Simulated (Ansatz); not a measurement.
# Cu: convergence and cost

The task, for Cu: sweep the k-point mesh.

Method: DFT PBE, scalar-relativistic, plane waves, PAW, in Ansatz 0.2.0.

1 further run of the same task is left out (set aside as unsound or not needed).

### 1 The system as given

Symmetry: I4/mmm, No. 139, tetragonal system. The conventional cell has a = 2.886 Å, b = 2.886 Å, c = 2.752 Å, α = 90.00°, β = 90.00°, γ = 90.00°. Cu (site symmetry 4/mmm) is surrounded by 10 Cu at 2.46 to 2.75 Å.

As a file:

```cif
data_structure
_symmetry_space_group_name_H-M 'P 1'
_symmetry_Int_Tables_number 1
_cell_length_a 2.4611
_cell_length_b 2.4611
_cell_length_c 2.4611
_cell_angle_alpha 108.218
_cell_angle_beta 108.218
_cell_angle_gamma 112.008
_cell_volume 11.46
loop_
_atom_site_label
_atom_site_type_symbol
_atom_site_fract_x
_atom_site_fract_y
_atom_site_fract_z
_atom_site_occupancy
Cu1 Cu 0.00000 0.00000 0.00000 1
```

The structure comes from the Materials Project (structure only); it is used as listed.

### 2 The base input

The input, input.yaml:

```yaml
crystal:
  lattice:
    - [-1.44279332, 1.44279332, 1.37608145]
    - [1.44279332, -1.44279332, 1.37608145]
    - [1.44279332, 1.44279332, -1.37608145]
  atoms:
    - { symbol: Cu, position: [0.0, 0.0, 0.0] }
basis:
  ecutwfc: 420
kpoints:
  mp_grid: { grid: [20, 20, 20] }
hamiltonian:
  xc: pbe
scf:
  occupations: { method: gaussian, width: 0.1 }
output:
  forces: true
  stress: true
  eigenvalues: true
  populations: true
```

It was run beforehand and gave: -6625.1242 eV/atom at zero smearing, pressure 7.29 GPa, largest force 0.000 eV/Å, no gap on the mesh, in 6 SCF cycles and 5.8 s.

### 3 K-point mesh set to 1×1×1

The input, input.yaml:

```yaml
crystal:
  lattice:
    - [-1.44279332, 1.44279332, 1.37608145]
    - [1.44279332, -1.44279332, 1.37608145]
    - [1.44279332, 1.44279332, -1.37608145]
  atoms:
    - { symbol: Cu, position: [0.0, 0.0, 0.0] }
basis:
  ecutwfc: 420
kpoints:
  mp_grid: { grid: [1, 1, 1] }
hamiltonian:
  xc: pbe
scf:
  occupations: { method: gaussian, width: 0.1 }
output:
  forces: true
  stress: true
  eigenvalues: true
```

Run with:

```console
ansatz run input.yaml --threads 1 --pin off --max-ram 2560MiB --backend cpu --events-out ev --progress --plain --runs-dir out
```

### 4 K-point mesh set to 4×4×4

input.yaml: that of step 3 with these lines changed.

```diff
@@ -10,3 +10,3 @@
 kpoints:
-  mp_grid: { grid: [1, 1, 1] }
+  mp_grid: { grid: [4, 4, 4] }
 hamiltonian:
```

### 5 K-point mesh set to 6×6×6

input.yaml: that of step 4 with these lines changed.

```diff
@@ -10,3 +10,3 @@
 kpoints:
-  mp_grid: { grid: [4, 4, 4] }
+  mp_grid: { grid: [6, 6, 6] }
 hamiltonian:
```

### 6 K-point mesh: 10×10×10

input.yaml: that of step 5 with these lines changed.

```diff
@@ -10,3 +10,3 @@
 kpoints:
-  mp_grid: { grid: [6, 6, 6] }
+  mp_grid: { grid: [10, 10, 10] }
 hamiltonian:
```

### 7 K-point mesh: 12×12×12

input.yaml: that of step 6 with these lines changed.

```diff
@@ -10,3 +10,3 @@
 kpoints:
-  mp_grid: { grid: [10, 10, 10] }
+  mp_grid: { grid: [12, 12, 12] }
 hamiltonian:
```

### 8 K-point mesh set to 14×14×14

input.yaml: that of step 7 with these lines changed.

```diff
@@ -10,3 +10,3 @@
 kpoints:
-  mp_grid: { grid: [12, 12, 12] }
+  mp_grid: { grid: [14, 14, 14] }
 hamiltonian:
```

### 9 K-point mesh set to 16×16×16

input.yaml: that of step 8 with these lines changed.

```diff
@@ -10,3 +10,3 @@
 kpoints:
-  mp_grid: { grid: [14, 14, 14] }
+  mp_grid: { grid: [16, 16, 16] }
 hamiltonian:
```

### 10 K-point mesh set to 22×22×22

input.yaml: that of step 9 with these lines changed.

```diff
@@ -10,3 +10,3 @@
 kpoints:
-  mp_grid: { grid: [16, 16, 16] }
+  mp_grid: { grid: [22, 22, 22] }
 hamiltonian:
```

### 11 K-point mesh set to 26×26×26

input.yaml: that of step 10 with these lines changed.

```diff
@@ -10,3 +10,3 @@
 kpoints:
-  mp_grid: { grid: [22, 22, 22] }
+  mp_grid: { grid: [26, 26, 26] }
 hamiltonian:
```

### 12 K-point mesh: 30×30×30

input.yaml: that of step 11 with these lines changed.

```diff
@@ -10,3 +10,3 @@
 kpoints:
-  mp_grid: { grid: [26, 26, 26] }
+  mp_grid: { grid: [30, 30, 30] }
 hamiltonian:
```

(Steps that only read results are left out.)

**Question.** What does this series show?

As calculated:

```
                                               quantity                            value
k-point mesh: within 10 and 1 meV/atom of 30×30×30 from  14×14×14 for 10; 26×26×26 for 1
```

**Reading.** In the sweep of the k-point mesh, 26×26×26 already comes within 1 meV/atom of the reference, and so do all later runs, at about 0.66 of the reference's time. That is measured against the best run here, which may itself be short of the limit. The error changes sign along the series, since a k mesh isn't variational, and a metal needs dense meshes to resolve its Fermi surface.
